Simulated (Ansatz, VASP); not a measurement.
**Two plane-wave programs on C**

File INCAR:

```
PREC = Accurate ; ENCUT = 520
EDIFF = 1E-6 ; ISMEAR = 0
SIGMA = 0.05 ; LREAL = False
LASPH = True ; NELM = 100
ALGO = Normal ; ISIF = 2
LWAVE = False ; LCHARG = True
GGA = PE ; IVDW = 12
LELF = True ; LVHAR = True
NBANDS = 11
```

The input KPOINTS:

```
regular mesh
0
Gamma
  15 15 15
```

The input POSCAR:

```
C
1.0
    1.2632929494      0.7293625244      3.4449600376
   -1.2632929494      0.7293625244      3.4449600376
    0.0000000000     -1.4587250488      3.4449600375
C
2
Direct
    0.1665956179      0.1665956179      0.1665956179
    0.8334043821      0.8334043821      0.8334043821
```

Input for Ansatz:

```yaml
crystal:
  lattice:
    - [1.2632929494, 0.7293625244, 3.4449600376]
    - [-1.2632929494, 0.7293625244, 3.4449600376]
    - [0.0, -1.4587250488, 3.4449600375]
  atoms:
    - { symbol: C, position: [0.1665956179, 0.1665956179, 0.1665956179] }
    - { symbol: C, position: [0.8334043821, 0.8334043821, 0.8334043821] }
basis:
  ecutwfc: 520.0
kpoints:
  mp_grid: { grid: [15, 15, 15] }
hamiltonian:
  xc: pbe
  pseudopotentials: { kind: paw, azcp: { folder: soft_1 } }
  dispersion: d3bj
scf:
  occupations: { method: gaussian, width: 0.05 }
output:
  forces: true
  stress: true
  eigenvalues: true
```

Change from the starting cell: mode 4 frozen in at +0.000 Å, equal normal strain along x, y and z +0.0250.

Alike in both runs: task single point; functional PBE; dispersion D3(BJ); k mesh 15 × 15 × 15; occupations gaussian, width 0.05 eV; no spin polarisation.

|  | VASP | Ansatz |
| --- | --- | --- |
| version | VASP 6.6.1 | Ansatz 0.2.0 |
| potentials or method | VASP PAW PBE potentials, release 64 (C) | scalar-relativistic, plane waves, PAW |
| plane-wave cutoff (eV) | 520 | 520 |
| valence electrons in the cell | 8 | 8 |

```tsv
	VASP	Ansatz	Ansatz less VASP
gap on the k mesh at the Fermi level (eV)	0.58	0.58	0.000
least direct gap on the mesh (eV)	0.58	0.58	0.000
pressure (GPa)	-18.4	-18.7	-0.37
largest component of the traceless stress (GPa)	17.75	18.21	+0.459
rms of the force components (eV/Å)	0.003	0.003	+0.0001
```

Atom by atom the forces differ by 0.000 eV/Å (rms over components).

Caveats: so large a pressure means that the cell lies far from this level's equilibrium, or that cutoff or potentials fall short (VASP); an odd mesh through Γ misses points on the zone boundary, where band edges often lie.
